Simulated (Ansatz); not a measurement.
**Ga: energy along a strain**

Ga, I4/mmm, a = 2.808 Å, c = 4.458 Å (as given, not relaxed at this level: 0.5 GPa). This isn't the element's structure at ambient conditions. Ansatz: PBEsol, PAW, 420 eV, Γ-centred 24×24×24 mesh on 1 atom, Gaussian smearing 0.15 eV; no spin polarisation. Cell vectors (Å): -1.404 1.404 2.229; 1.404 -1.404 2.229; 1.404 1.404 -2.229. The cell is strained by x per cent times the pattern (0 0 1 0 0 0) in the order xx yy zz yz xz xy (engineering shears), with fractional coordinates held. y is the free energy over the start, V0 = 17.575 Å³/atom.

```tsv
x (%)	y (meV/atom)
-4.00	?
-3.00	4.35
-2.00	2.13
-1.00	0.75
0.00	0.00
1.00	-0.17
2.00	0.30
3.00	1.49
3.50	2.36
4.00	3.39
```

Task: Fit y = c1 x + c2 x² + c3 x³ to the other rows, get the stiffness along the pattern, and predict the missing energy.

Result: Least squares on the rows shown. y = −0.4771 x + 0.3231 x² + 0.001609 x³. The clamped-ion stiffness p·C·p = 2 × 3.231 eV × 160.2 / 17.575 Å³ = 59 GPa, which is C33 in these axes (second derivative at the start, which stands under stress). With a term in x⁴ added, the coefficient of x² becomes 0.3007, 7 % less, which shows how far this figure hangs on the form. At x = -4.00 the fit asked for gives 6.98 meV/atom. The run gave 7.46 meV/atom, so the fit is 0.48 meV/atom too low, 6.3 % of the span of the series, against an rms of 0.05 meV/atom on the fitted rows. The row lies outside the fitted range. With a term in x⁴ added, a fit to the same known rows predicts 7.48 meV/atom, so most of the miss is curvature that the known rows already hold.